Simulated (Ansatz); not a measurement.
**The 2H-MoS2 bilayer (2H stacking) between two gates**

Aim: screening and gap of the neutral 2H-MoS2 bilayer (2H stacking) between oppositely charged gates.

Method: plane-wave DFT, PBE-D3(BJ), Ansatz PAW (set soft_1); PAW set soft_1, in the first sound run; inputs show where later runs differ, in Ansatz 0.2.0.

## Step 1: The starting structure

The cell holds 6 atoms: 4 S and 2 Mo. Cell: a = 3.180 Å, b = 3.180 Å, c = 50.025 Å, α = 90.0°, β = 90.0°, γ = 120.0°. Regions: layer 1: 2H-MoS2, 3 atoms (2 S and 1 Mo); layer 2: 2H-MoS2, 3 atoms (2 S and 1 Mo). Vacuum lies along c.

As a file:

```cif
data_structure
_symmetry_space_group_name_H-M 'P 1'
_symmetry_Int_Tables_number 1
_cell_length_a 3.1800
_cell_length_b 3.1800
_cell_length_c 50.0252
_cell_angle_alpha 90.000
_cell_angle_beta 90.000
_cell_angle_gamma 120.000
_cell_volume 438.10
loop_
_atom_site_label
_atom_site_type_symbol
_atom_site_fract_x
_atom_site_fract_y
_atom_site_fract_z
_atom_site_occupancy
S1 S 0.33333 0.66667 0.40480 1
Mo2 Mo 0.00000 0.00000 0.43741 1
S3 S 0.33333 0.66667 0.47002 1
S4 S 0.00000 0.00000 0.52998 1
Mo5 Mo 0.33333 0.66667 0.56259 1
S6 S 0.00000 0.00000 0.59520 1
```

## Step 2: Relaxing the slab

The starting cell is a guess, so the in-plane lattice and the atoms are relaxed first, with the slab cut off from its images along the normal.

Contents of input.yaml:

```yaml
crystal:
  lattice:
    - [3.18, 0.0, 0.0]
    - [-1.59, 2.753960784, 0.0]
    - [0.0, 0.0, 50.0251954735]
  atoms:
    - { symbol: S, position: [0.3333333333, 0.6666666667, 0.4047960195] }
    - { symbol: Mo, position: [0.0, 0.0, 0.4374055646] }
    - { symbol: S, position: [0.3333333333, 0.6666666667, 0.4700151097] }
    - { symbol: S, position: [0.0, 0.0, 0.5299848903] }
    - { symbol: Mo, position: [0.3333333333, 0.6666666667, 0.5625944354] }
    - { symbol: S, position: [0.0, 0.0, 0.5952039805] }
  periodic: [true, true, false]
kpoints:
  mp_grid: { grid: [12, 12, 1] }
hamiltonian:
  xc: pbe
  dispersion: d3bj
  pseudopotentials: { kind: paw, azcp: { folder: soft_1 } }
scf:
  occupations: { method: fermi_dirac, width: 0.05 }
  convergence: { dr2_threshold: 1.0e-09 }
relax:
  f_tol: 0.004
  max_steps: 90
  cell: {}
output:
  write_potential: true
  write_density: true
  volumetric_format: npy
```

The run is started by

```console
> ansatz run input.yaml --threads 4 --pin off --max-ram 8192MiB --backend cpu --events-out ev --progress --plain --runs-dir out
```

Numbers of over 12 decimals in the logs are rounded to 6 here.

The log of the run:

```text
Warning: relax.cell: scf.convergence.dr2_threshold = 1e-9 eV is looser than the 1.57383960415e-10 eV advised for a relaxation that steers and ends on the stress (1e-10 eV for each atom of the cell: 6, times the square of relax.cell.stress_2d_tol = 0.05 N/m over 19.5 Å (the atoms' height at the walk's start and 5 Å past either face), 2.561e-2 GPa, over a crystal's default 0.05). What an SCF threshold leaves in a stress goes as its square root, and in the free energy as the threshold itself, and one threshold admits the most on a small cell: [figures from the program's tests cut] Set scf.convergence.dr2_threshold to 1.57383960415e-10 eV or tighter. [rest of the remark cut]
Engine: ansatz 0.2.0, aarch64-unknown-linux-gnu
Pseudopotentials: kind: paw
Pseudopotential: S, paw, valence charge 6, recommended cutoff 420 eV (normal), soft_1/S.paw.azcp
Pseudopotential: Mo, paw, valence charge 14, recommended cutoff 420 eV (normal), soft_1/Mo.paw.azcp
Functional definition: PBE
  parameter kappa = 0.804
  parameter beta = 0.066725
  exchange = pbe_x(kappa = kappa, mu = beta*pi^2/3)
  correlation = pbe_c(beta = beta)
Crystal: 6 atoms, lattice volume = 438.100 Å³
Basis set: ecut = 420 eV, 8603 PW (Γ), exchange–correlation on 48×48×720 points (8 copies of the dense FFT grid, shifted against one another)
Bands: 32, of which v1, the nominal top of the filled ones, is band 26 counted from 1 (25 counted from 0)
Symmetry: 12 space group operations
Space group: P-3m1 (ITA 164), of the structure as read, at distance tolerance 7.6e-5 Å
k-points: 19 of 144
Non-local potential: S, projectors of the file, l = 0: 2, l = 1: 2, l = 2: 1
Non-local potential: Mo, projectors of the file, l = 0: 3, l = 1: 2, l = 2: 2, l = 3: 1
PAW form: soft (Blöchl's): semilocal exchange-correlation on the pseudo side does not see the compensation charge
PAW one-centre angular grid: S, 110 points (default); XC on 64 Gauss nodes
PAW one-centre angular grid: Mo, 590 points (default); XC on 64 Gauss nodes
Initial density: superposition of atomic densities (neutral atoms: chi_scale 0, normalization atom)
Initial wavefunctions: pseudopotential atomic-orbital guess
Functional: x = pbe(κ = 0.804, μ = 0.219515), c = pbe(β = 0.066725)
SCF iter   1: F=—  HF=-13530.761669 eV  |F-HF|=—  |Δ(HF+E_count)|=         —  Δρ=4.51e-2  dr2=1.47e1  ethr=3.10e-3  ⟨swp⟩=18.1  Hψ=5139  notcnv=0
preconditioner: auto → Resta (q_TF=auto, 1.913 Å⁻¹)  ε∞=2.6  [insulator: Δε(μ)=1.253 eV  Ē_g=8.381 eV  σ=0.050 eV  W_gap=1.00  n_scr=30 (ndim 8)  ℏωp=10.6 eV  f_vac=0.730  D(μ)=0.00/eV (n_scr^D=0)  ε∞_Penn≈2.6  vacuum switching on, ρ_ref=5.1e-3 e/Å³]
SCF iter   2: F=—  HF=-13529.891990 eV  |F-HF|=—  |Δ(HF+E_count)|=   8.70e-1  Δρ=3.70e-2  dr2=1.86e1  ethr=3.10e-3  ⟨swp⟩=4.9  Hψ=2060  notcnv=0  defer=13
SCF iter   3: F=—  HF=-13527.802387 eV  |F-HF|=—  |Δ(HF+E_count)|=    2.09e0  Δρ=1.25e-2  dr2=6.74e-1  ethr=3.10e-3  ⟨swp⟩=4.9  Hψ=1881  notcnv=0  defer=6
SCF iter   4: F=—  HF=-13527.663265 eV  |F-HF|=—  |Δ(HF+E_count)|=   1.39e-1  Δρ=3.06e-3  dr2=6.38e-2  ethr=1.30e-3  ⟨swp⟩=3.7  Hψ=1495  notcnv=0  defer=8
SCF iter   5: F=—  HF=-13527.660489 eV  |F-HF|=—  |Δ(HF+E_count)|=   2.78e-3  Δρ=8.71e-4  dr2=1.17e-2  ethr=1.23e-4  ⟨swp⟩=3.8  Hψ=1389  notcnv=0  defer=5
SCF iter   6: F=—  HF=-13527.660334 eV  |F-HF|=—  |Δ(HF+E_count)|=   1.55e-4  Δρ=6.28e-4  dr2=8.76e-3  ethr=2.26e-5  ⟨swp⟩=3.1  Hψ=1188  notcnv=0  defer=5
SCF iter   7: F=—  HF=-13527.659678 eV  |F-HF|=—  |Δ(HF+E_count)|=   6.56e-4  Δρ=2.86e-4  dr2=2.10e-3  ethr=1.68e-5  ⟨swp⟩=1.5  Hψ=672  notcnv=0  defer=5
SCF iter   8: F=—  HF=-13527.659643 eV  |F-HF|=—  |Δ(HF+E_count)|=   3.53e-5  Δρ=6.85e-5  dr2=8.18e-5  ethr=4.04e-6  ⟨swp⟩=2.5  Hψ=916  notcnv=0  defer=5
SCF iter   9: F=—  HF=-13527.659662 eV  |F-HF|=—  |Δ(HF+E_count)|=   1.88e-5  Δρ=2.96e-5  dr2=3.76e-6  ethr=1.57e-7  ⟨swp⟩=3.1  Hψ=1295  notcnv=0  defer=5
SCF iter  10: F=—  HF=-13527.659535 eV  |F-HF|=—  |Δ(HF+E_count)|=   1.27e-4  Δρ=1.11e-5  dr2=8.18e-7  ethr=7.23e-9  ⟨swp⟩=3.4  Hψ=1389  notcnv=0  defer=5
SCF iter  11: F=—  HF=-13527.659535 eV  |F-HF|=—  |Δ(HF+E_count)|=   3.56e-8  Δρ=3.08e-6  dr2=3.31e-7  ethr=1.57e-9  ⟨swp⟩=2.7  Hψ=1120  notcnv=0  defer=5
SCF iter  12: F=—  HF=-13527.659535 eV  |F-HF|=—  |Δ(HF+E_count)|=   2.94e-8  Δρ=5.41e-7  dr2=7.87e-9  ethr=6.36e-10  ⟨swp⟩=2.5  Hψ=936  notcnv=0  defer=5
SCF iter  13: F=—  HF=-13527.659535 eV  |F-HF|=—  |Δ(HF+E_count)|=   2.75e-9  Δρ=4.61e-7  dr2=4.70e-9  ethr=1.51e-11  ⟨swp⟩=3.8  Hψ=1447  notcnv=0  defer=5
SCF iter  14: F=—  HF=-13527.659535 eV  |F-HF|=—  |Δ(HF+E_count)|=  1.33e-10  Δρ=1.96e-7  dr2=1.86e-9  ethr=9.03e-12  ⟨swp⟩=2.3  Hψ=751  notcnv=0  defer=5
SCF iter  15: F=-13527.659535 eV  HF=-13527.659535 eV  |F-HF|=1.31e-10  |Δ(HF+E_count)|=  7.28e-12  Δρ=4.14e-8  dr2=1.35e-11  ethr=1.92e-12  ⟨swp⟩=12.4  Hψ=4762  notcnv=0
SCF 1 converged in 15 iterations: F = -13527.659535 eV  dr2 = 1.35e-11
  greatest PAW one-centre occupation: 0.999 electrons in one spin orbital (limit 2), on the Mo atom at site 4 (counted from 0), in its partial waves of l = 0
relax step   1: F+E_penalty+E_count = -13527.65953479 eV  Δ(F+E_penalty+E_count) = +0.000e0 eV  max|allowed force component| = 1.253e0 eV/Å  Δτ_max = 0.0000 Å  P = -7.657 N/m  Ω = 438.100 Å³  fix = [c, alpha, beta]  reactions: c +0.000 N/m  (15 SCF iters, accepted)
Crystal: 6 atoms, lattice volume = 436.798 Å³
Basis set: ecut = 420 eV, 8567 PW (Γ), exchange–correlation on 48×48×720 points (8 copies of the dense FFT grid, shifted against one another)
Initial density: handed on by an earlier stage of this run
Initial wavefunctions: those handed on with the density
iter 1 solved again at ethr=3.58e-4 eV; its pass at ethr=3.10e-3 eV (dr2=1.86e-1 eV) is discarded
SCF iter   1: F=—  HF=-13527.833821 eV  |F-HF|=—  |Δ(HF+E_count)|=         —  Δρ=6.97e-3  dr2=2.08e-1  ethr=3.58e-4  ⟨swp⟩=2.5  Hψ=5542  notcnv=0
eigensolver tolerance schedule calibrated: the retry pair's looser diagonalisation under-reported the residual by θ = 0.10 (0.11/decade); ethr = c·dr2/N_el runs at the constant in force after the calibration composes with the one it found (an armed cap, an earlier calibration), c = 8.0e-2
preconditioner: auto → Resta (q_TF=auto, 1.914 Å⁻¹)  ε∞=2.9  [insulator: Δε(μ)=0.909 eV  Ē_g=7.828 eV  σ=0.050 eV  W_gap=1.00  n_scr=30 (ndim 8)  ℏωp=10.7 eV  f_vac=0.744  D(μ)=0.00/eV (n_scr^D=0)  ε∞_Penn≈2.9  vacuum switching on, ρ_ref=4.4e-3 e/Å³]
SCF iter   2: F=—  HF=-13527.809964 eV  |F-HF|=—  |Δ(HF+E_count)|=   2.39e-2  Δρ=3.81e-3  dr2=9.74e-2  ethr=3.20e-4  ⟨swp⟩=4.7  Hψ=1342  notcnv=0  defer=2
[...]
SCF iter   4: F=—  HF=-13527.851143 eV  |F-HF|=—  |Δ(HF+E_count)|=   1.05e-2  Δρ=7.88e-4  dr2=4.24e-3  ethr=2.09e-4  ⟨swp⟩=3.9  Hψ=1097  notcnv=0  defer=5
SCF iter   5: F=—  HF=-13527.850469 eV  |F-HF|=—  |Δ(HF+E_count)|=   6.73e-4  Δρ=4.83e-4  dr2=1.57e-3  ethr=8.16e-6  ⟨swp⟩=4.1  Hψ=1453  notcnv=0  defer=2
SCF iter   6: F=—  HF=-13527.850374 eV  |F-HF|=—  |Δ(HF+E_count)|=   9.55e-5  Δρ=1.73e-4  dr2=2.05e-4  ethr=3.02e-6  ⟨swp⟩=2.7  Hψ=1048  notcnv=0  defer=2
SCF iter   7: F=—  HF=-13527.850369 eV  |F-HF|=—  |Δ(HF+E_count)|=   4.66e-6  Δρ=5.72e-5  dr2=2.02e-5  ethr=3.93e-7  ⟨swp⟩=2.9  Hψ=1198  notcnv=0  defer=2
SCF iter   8: F=—  HF=-13527.850354 eV  |F-HF|=—  |Δ(HF+E_count)|=   1.50e-5  Δρ=1.44e-5  dr2=9.95e-7  ethr=3.88e-8  ⟨swp⟩=3.4  Hψ=1313  notcnv=0  defer=2
SCF iter   9: F=—  HF=-13527.850230 eV  |F-HF|=—  |Δ(HF+E_count)|=   1.24e-4  Δρ=5.94e-6  dr2=2.58e-7  ethr=1.91e-9  ⟨swp⟩=3.5  Hψ=1522  notcnv=0  defer=2
SCF iter  10: F=—  HF=-13527.850230 eV  |F-HF|=—  |Δ(HF+E_count)|=   6.83e-8  Δρ=1.87e-6  dr2=2.29e-8  ethr=4.96e-10  ⟨swp⟩=3.2  Hψ=1285  notcnv=0  defer=2
SCF iter  11: F=-13527.850230 eV  HF=-13527.850230 eV  |F-HF|=3.82e-10  |Δ(HF+E_count)|=   7.37e-9  Δρ=3.65e-7  dr2=8.25e-10  ethr=1.92e-12  ⟨swp⟩=12.3  Hψ=6370  notcnv=0
SCF 3 converged in 11 iterations: F = -13527.850230 eV  dr2 = 8.25e-10
relax step   3: F+E_penalty+E_count = -13527.85023021 eV  Δ(F+E_penalty+E_count) = -5.365e-2 eV  max|allowed force component| = 2.166e-1 eV/Å  Δτ_max = 0.1801 Å  P = +0.282 N/m  Ω = 429.091 Å³  energy of the carried Pulay correction = +3.688e-4 eV  fix = [c, alpha, beta]  reactions: c +0.000 N/m  (11 SCF iters, accepted)
[...]
relax step   4: F+E_penalty+E_count = -13527.86813000 eV  Δ(F+E_penalty+E_count) = -1.790e-2 eV  max|allowed force component| = 3.013e-2 eV/Å  Δτ_max = 0.1463 Å  P = -0.105 N/m  Ω = 430.223 Å³  energy of the carried Pulay correction = +3.221e-4 eV  fix = [c, alpha, beta]  reactions: c -0.000 N/m  (11 SCF iters, accepted)
[...]
relax step   5: F+E_penalty+E_count = -13527.86934909 eV  Δ(F+E_penalty+E_count) = -1.219e-3 eV  max|allowed force component| = 5.729e-3 eV/Å  Δτ_max = 0.0306 Å  P = +0.011 N/m  Ω = 430.305 Å³  energy of the carried Pulay correction = +3.187e-4 eV  fix = [c, alpha, beta]  reactions: c +0.000 N/m  (10 SCF iters, accepted)
[...]
relax step   6: F+E_penalty+E_count = -13527.86938320 eV  Δ(F+E_penalty+E_count) = -3.411e-5 eV  max|allowed force component| = 6.592e-4 eV/Å  Δτ_max = 0.0055 Å  P = -0.010 N/m  Ω = 430.372 Å³  energy of the carried Pulay correction = +3.159e-4 eV  fix = [c, alpha, beta]  reactions: c -0.000 N/m  (9 SCF iters, accepted)
Initial wavefunctions: pseudopotential atomic-orbital guess (no wavefunctions were taken with the density)
iter 1 solved again at ethr=3.83e-7 eV; its pass at ethr=3.10e-3 eV (dr2=1.99e-4 eV) is discarded
SCF iter   1: F=—  HF=-13527.869169 eV  |F-HF|=—  |Δ(HF+E_count)|=         —  Δρ=1.27e-5  dr2=1.23e-7  ethr=3.83e-7  ⟨swp⟩=6.8  Hψ=8272  notcnv=0
eigensolver tolerance schedule: the retry pair's looser diagonalisation over-reported the residual by 1621.84 of it (diagonalisation noise at 0.25 of the residual, at the tolerance the schedule requests for it); recorded, not acted on — ethr = c·dr2/N_el stays at c = 1.0e-1
SCF iter   2: F=—  HF=-13527.869042 eV  |F-HF|=—  |Δ(HF+E_count)|=   1.26e-4  Δρ=5.88e-6  dr2=2.55e-8  ethr=2.36e-10  ⟨swp⟩=5.3  Hψ=2207  notcnv=0
SCF iter   3: F=—  HF=-13527.869042 eV  |F-HF|=—  |Δ(HF+E_count)|=   3.69e-8  Δρ=2.04e-6  dr2=6.97e-9  ethr=4.90e-11  ⟨swp⟩=3.5  Hψ=1347  notcnv=0
SCF iter   4: F=—  HF=-13527.869042 eV  |F-HF|=—  |Δ(HF+E_count)|=   6.52e-9  Δρ=9.84e-7  dr2=1.24e-8  ethr=1.34e-11  ⟨swp⟩=3.4  Hψ=1216  notcnv=0
SCF iter   5: F=-13527.869042 eV  HF=-13527.869042 eV  |F-HF|=1.38e-10  |Δ(HF+E_count)|=   1.46e-9  Δρ=2.16e-7  dr2=1.58e-10  ethr=1.92e-12  ⟨swp⟩=14.6  Hψ=6070  notcnv=0
SCF 7 converged in 5 iterations: F = -13527.869042 eV  dr2 = 1.58e-10
relax step   7: F+E_penalty+E_count = -13527.86904227 eV  Δ(F+E_penalty+E_count) = +3.409e-4 eV  max|allowed force component| = 6.580e-4 eV/Å  Δτ_max = 0.0000 Å  P = -0.008 N/m  Ω = 430.372 Å³  fix = [c, alpha, beta]  reactions: c -0.000 N/m  stress off target by 7.89e-3 N/m on what of the cell is left free  SCF on the basis re-selected at this cell (its energy is not comparable with the rows above)  (5 SCF iters)
basis re-selected at this cell: Δ(F+E_penalty+E_count) = +3.409e-4 eV, ΔP = +0.003 N/m vs the last step (what re-selecting the basis moved, of the pressure what is left beyond the Pulay correction that the steps carried, after the strain that the cell walked since its last selection, with what the two solves' SCF thresholds leave and, on support functions, any second-order correction that the steps lacked; it is no m [...]
SCF converged after 5 iterations
Free energy (F): -13527.869042 eV
Harris-Foulkes:  -13527.869042 eV  (|F-HF|=1.38e-10)
Internal energy: -13527.869042 eV  (E = F + TS)
E sigma→0 (E₀):  -13527.869042 eV
Entropy (-TS):   -0.000000 eV (-0.000 meV/atom)
Fermi energy:    -4.866215 eV
--- Per-component energies (eV) ---
  E_band       = -1152.410353
  E_kinetic    = 1269.755237
  E_local      = -252698.546025  (includes V_loc(G=0)·N_el)
  E_nonlocal   = 433.762397
  E_hartree    = 125485.909300
  E_xc         = -709.371371
  E_vxc        = -772.106146  (∫ρ·V_xc dr)
  E_paw        = -8857.260532  (= ΣΔE_a)
  E_vpaw       = -357.093529  (= ΣTr[D̂ρ^β])
  E_aug_tail   = 0.000089  (compensation charges beyond the density's cutoff)
  E_ewald      = 121550.133731
  E_disp       = -2.251868  (pairwise vdW)
  E_smearing   = -0.000000  (= −TS)
  E_closure    = -0.000000  (closes the sum)
  Σ components = -13527.869042   (vs F -13527.869042, Δ=0.00e0)
--- Forces (eV/Å), atoms counted from 1 ---
  atom   1  S      0.00000000    -0.00000000    -0.00000158
  atom   2  Mo    -0.00000000     0.00000000     0.00065799
  atom   3  S      0.00000000    -0.00000000    -0.00008018
  atom   4  S     -0.00000000     0.00000000     0.00008018
  atom   5  Mo     0.00000000     0.00000000    -0.00065799
  atom   6  S     -0.00000000     0.00000000     0.00000158
  max |Σ_I F_I| component: 6.94e-18 eV/Å
--- 2D stress c σ (N/m, compression-positive) ---
       -0.007887      -0.000000      -0.000000
       -0.000000      -0.007887      -0.000000
       -0.000000      -0.000000      -0.000000
  P = ½ c Tr σ = -0.0079 N/m
--- Band table (eV; the first three rows and the last of 19) ---
  k-point 0: bands = [... 22 lower, -7.3620, -7.2072, -6.1877, -5.4250, -3.1041, -3.1041, -3.0804, -3.0804, ... 2 higher]
  k-point 1: bands = [... 22 lower, -7.2346, -6.8489, -6.2021, -5.5771, -3.2222, -3.2081, -3.1302, -3.0771, ... 2 higher]
  k-point 2: bands = [... 22 lower, -7.2086, -6.7953, -6.3406, -6.0680, -3.6763, -3.4501, -3.3216, -3.3087, ... 2 higher]
  k-point 18: bands = [... 22 lower, -8.0705, -8.0705, -5.9822, -5.8824, -4.1397, -4.1397, -3.2099, -2.6208, ... 2 higher]
  the weakly bound empty levels are not read free of the cell's end (no_gap_told)
--- Relaxed structure (6 steps of the walk, 6 accepted, 1 SCFs on fresh bases) ---
  F+E_penalty+E_count = -13527.86904227 eV   max|allowed force component| = 6.580e-4 eV/Å   (the final SCF, on the basis selected at the relaxed cell)
  cell:  # Å, volume = 430.3722 Å³
    - [3.151827, 0.0, 0]
    - [-1.575914, 2.729562, 0]
    - [0, 0, 50.0251954735]
  atoms:
    - { symbol: S, position: [0.333333, 0.666667, 0.408095] }
    - { symbol: Mo, position: [9.25185853962002e-18, -5.088522196306342e-17, 0.439431] }
    - { symbol: S, position: [0.333333, 0.666667, 0.470736] }
    - { symbol: S, position: [9.25185853962003e-18, -5.08852219630634e-17, 0.529264] }
    - { symbol: Mo, position: [0.333333, 0.666667, 0.560569] }
    - { symbol: S, position: [9.251858539620023e-18, -5.08852219630634e-17, 0.591905] }
```

Elapsed: 32 s, on 4 threads of Arm Neoverse V2, shared host; peak memory 0.9 GiB; 2.1 min of CPU time.

The steps of the relaxation:

```
step  energy less that of the first step (eV)  largest force component (eV/Å)  volume (Å³)
   1                                   0.0000                          1.2531       438.10
   2                                  -0.1370                          0.8123       436.80
   3                                  -0.1907                          0.2166       429.09
   4                                  -0.2086                          0.0301       430.22
   5                                  -0.2098                          0.0057       430.31
   6                                  -0.2098                          0.0007       430.37
  7*                                  -0.2095                          0.0007       430.37
```

Relaxation steps marked * repeat the geometry before them on a plane-wave basis chosen anew for their cell, so energy and pressure can jump there.

The run keeps the 12 symmetry operations that it works with, so distortions that break them were not tested.

```
cell as run  before  after  change
      a (Å)   3.180  3.152  -0.9 %
      b (Å)   3.180  3.152  -0.9 %
```

The atoms that moved most (Å, along periodic axes as changes of fractional coordinates times the final cell, across vacuum about the mean position):

```
atom     dx     dy      dz  length
  S1  0.000  0.000   0.165   0.165
  S6  0.000  0.000  -0.165   0.165
 Mo2  0.000  0.000   0.101   0.101
 Mo5  0.000  0.000  -0.101   0.101
  S4  0.000  0.000  -0.036   0.036
  S3  0.000  0.000   0.036   0.036
```

The relaxed structure:

```xyz
6
Lattice="3.1518 0.0000 0.0000 -1.5759 2.7296 0.0000 0.0000 0.0000 50.0252" Properties=species:S:1:pos:R:3
S     0.0000    1.8197   20.4150
Mo    0.0000    0.0000   21.9826
S     0.0000    1.8197   23.5487
S     0.0000    0.0000   26.4765
Mo    0.0000    1.8197   28.0426
S     0.0000    0.0000   29.6102
```

The lattice constant a goes from 3.180 to 3.152 Å.

(Part 1 of 3 ends here.)

[Logs are printed without paths, hosts, clocks, repeated set-up lines and the standing remarks that a program may print on its own settings, such as how far it seeks lower states.]

[Hosts, paths, dates, database ids (printed as entryN), source tags and the programs' standing remarks are cut or masked in the printed files.]

[Maps of the electrostatic potential energy from Ansatz leave out the sawtooth potential of an applied field or a dipole correction, so their vacuum need not be flat; planar profiles and work functions include it.]
